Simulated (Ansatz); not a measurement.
The system is TiSi.

```xyz
2
Lattice="1.8162 -2.1176 0.0000 1.8162 2.1176 0.0000 0.0000 0.0000 3.8039" Properties=species:S:1:pos:R:3 pbc="T T T"
Ti    1.8162    0.0000    0.0000
Si    0.0000    0.0000    1.9020
```

The cell comes from a database or a generator and needn't be the stable form of this composition.

| Quantity | Value |
| --- | --- |
| Program | Ansatz 0.2.0 |
| Task | relaxation of cell and atoms |
| Functional | PBE0 |
| Potentials or basis | Ansatz PAW |
| Cutoff | 420 eV (not typed: the program's choice for these potentials) |
| k mesh | 5 × 5 × 4 |
| Occupations | fermi-dirac, width 0.05 eV |
| Spin | no spin polarisation |

At the start: volume 14.63 Å³/atom.

**Question.** Where does the relaxation end?

**Answer.** It ends after 7 steps and the volume is 14.54 Å³/atom (-0.6 %); space group Cmmm (No. 65, to 0.05 Å).

The path:
| step | energy change (eV) | largest force (eV/Å) | volume (Å³) |
| --- | --- | --- | --- |
| 1 | 0.0000 | 0.0000 | 29.26 |
| 2 | -0.0478 | 0.0000 | 28.87 |
| 3 | -0.0611 | 0.0000 | 29.24 |
| 4 | -0.0615 | 0.0000 | 29.10 |
| 5 | -0.0617 | 0.0000 | 29.09 |
| 6 | -0.0617 | 0.0000 | 29.09 |
| 7 | -0.0617 | 0.0000 | 29.09 |

Final structure:
```yaml
crystal:
  lattice:
    - [1.78662, -2.20051, 0.00000]
    - [1.78662, 2.20051, 0.00000]
    - [0.00000, 0.00000, 3.69903]
  atoms:
    - { symbol: Ti, position: [0.50000, 0.50000, 0.00000] }
    - { symbol: Si, position: [0.00000, 0.00000, 0.50000] }
```

Caveat: the k mesh is coarse (spacing up to 0.46 Å⁻¹), so the values aren't converged, least of all with exact exchange; the plane-wave basis is chosen anew once the cell has moved, so the energies of steps on either side of that aren't comparable; the PAW data sets come from PBE, with cores solved anew for the run's functional, which leaves a small shift of forces and pressure.
